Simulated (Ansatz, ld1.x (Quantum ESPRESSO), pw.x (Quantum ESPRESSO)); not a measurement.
What a changed setting does to a pw.x run (diamond Al)

Potential: norm-conserving Troullier–Martins (Kleinman–Bylander form), ld1.x (Quantum ESPRESSO) 7.5, PBE; core [Ne], reference 3s2 3p0.5; waves: 3s (bound): rc 2.10 bohr; 3p (bound): rc 2.70 bohr; 3d channel at 0.35 Ry: rc 2.25 bohr; local part: the d channel; core correction: a·sin(br)/r model core inside 1.70 bohr.

The reference run (k-mesh 8³, cutoffs 50/200 Ry, Fermi–Dirac 0.01 Ry, mixing_beta 0.4, conv_thr 1e-9, no spin) gives -0.11 GPa at 27.707 Å³/atom, where all-electron LAPW gives -0.02 GPa. This run, with its own iteration cap, changes electron_maxstep to 4, a wrong or extreme entry chosen on purpose.

```
&control
  calculation='scf', prefix='x', pseudo_dir='./', outdir='./tmp', tstress=.true., disk_io='none'
/
&system
  ibrav=0, nat=2, ntyp=1, ecutwfc=50, ecutrho=200, nbnd=10,
  occupations='smearing', smearing='fd', degauss=0.01
/
&electrons
  conv_thr=1e-09, mixing_beta=0.4, electron_maxstep=4
/
ATOMIC_SPECIES
Al 1.0 Al.UPF
CELL_PARAMETERS angstrom
  0.00000000 3.02595990 3.02595990
  3.02595990 0.00000000 3.02595990
  3.02595990 3.02595990 0.00000000
ATOMIC_POSITIONS crystal
Al 0.0000 0.0000 0.0000
Al 0.2500 0.2500 0.2500
K_POINTS automatic
8 8 8 0 0 0
```

```bash
pw.x < Al.scf.in > Al.scf.out
```

Task: How does the run end?

Result: It does not reach self-consistency within its iteration cap.

```
Message from routine setup:
     using ibrav=0 with symmetry is DISCOURAGED, use correct ibrav instead
     lattice parameter (alat)  =       8.0868  a.u.
     unit-cell volume          =     373.9522 (a.u.)^3
     number of electrons       =         6.00
     number of Kohn-Sham states=           10
     kinetic-energy cutoff     =      50.0000  Ry
     charge density cutoff     =     200.0000  Ry
     scf convergence threshold =      1.0E-09
     Exchange-correlation= PBE
     number of k points=    29  Fermi-Dirac smearing, width (Ry)=  0.0100
     iteration #  1     ecut=    50.00 Ry     beta= 0.40
     total energy              =      -8.66334862 Ry
     estimated scf accuracy    <       0.02320428 Ry
     iteration #  2     ecut=    50.00 Ry     beta= 0.40
     total energy              =      -8.66228772 Ry
     estimated scf accuracy    <       0.00694313 Ry
     iteration #  3     ecut=    50.00 Ry     beta= 0.40
     total energy              =      -8.66272069 Ry
     estimated scf accuracy    <       0.00016059 Ry
     iteration #  4     ecut=    50.00 Ry     beta= 0.40
     total energy              =      -8.66273422 Ry
     estimated scf accuracy    <       0.00000377 Ry
     convergence NOT achieved after   4 iterations: stopping
     Message from routine punch:
     Nothing written, as per user request (disk_io='none')
```

The run took about 7.3 s on one core of a shared host (Intel(R) Xeon(R) Platinum 8259CL CPU @ 2.50GHz, 96 threads, 755 GiB, load 41).
